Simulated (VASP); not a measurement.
Write the native input for VASP 6.6.1 that does the following.

- Task: single point
- Functional: PBE
- Potentials or basis: VASP PAW PBE potentials, release 64 (Se_GW)
- Cutoff: 450 eV
- k mesh: 4 × 4 × 4
- Occupations: gaussian, width 0.02 eV
- Spin: no spin polarisation
- Further INCAR settings: ALGO = Fast; EDIFF = 1e-06; NBANDS = 9

The structure of Se lies in POSCAR:

```
Se
1.0
    2.8105630200      0.0000000000      0.0000000000
    0.0000000000      2.8105630200      0.0000000000
    0.0000000000      0.0000000000      2.8105630200
Se
1
Direct
    0.0000000000      0.0000000000      0.0000000000
```

This isn't the form of Se at room conditions, which is trigonal, of chains.

The input as run:

INCAR

```
SYSTEM = Se
ALGO = Fast
EDIFF = 1E-6
ENCUT = 450
GGA = PE
ISIF = 2
ISMEAR = 0
LASPH = .True.
LCHARG = .False.
LREAL = .False.
LWAVE = .False.
NBANDS = 9
NELM = 60
PREC = Accurate
SIGMA = 0.02
```

KPOINTS

```
k-points
0
Gamma
  4 4 4
  0 0 0
```

Potentials or basis: VASP PAW PBE potentials, release 64 (Se_GW).

Command:

```sh
$ cat potpaw_PBE.64/Se_GW/POTCAR > POTCAR
$ mpirun -np 1 vasp_std > vasp.out
```

It gave:

* Pressure: -1.3 GPa
* Band gap on the k mesh: none (metal or under the smearing width)

Caveat: the k mesh is coarse (spacing up to 0.56 Å⁻¹), so the values aren't converged.

Run time: 2.3 s on 1 thread of Intel(R) Xeon(R) Platinum 8259CL CPU @ 2.50GHz (Skylake/Cascade Lake), with other jobs on the host, peak memory 0.12 GiB.
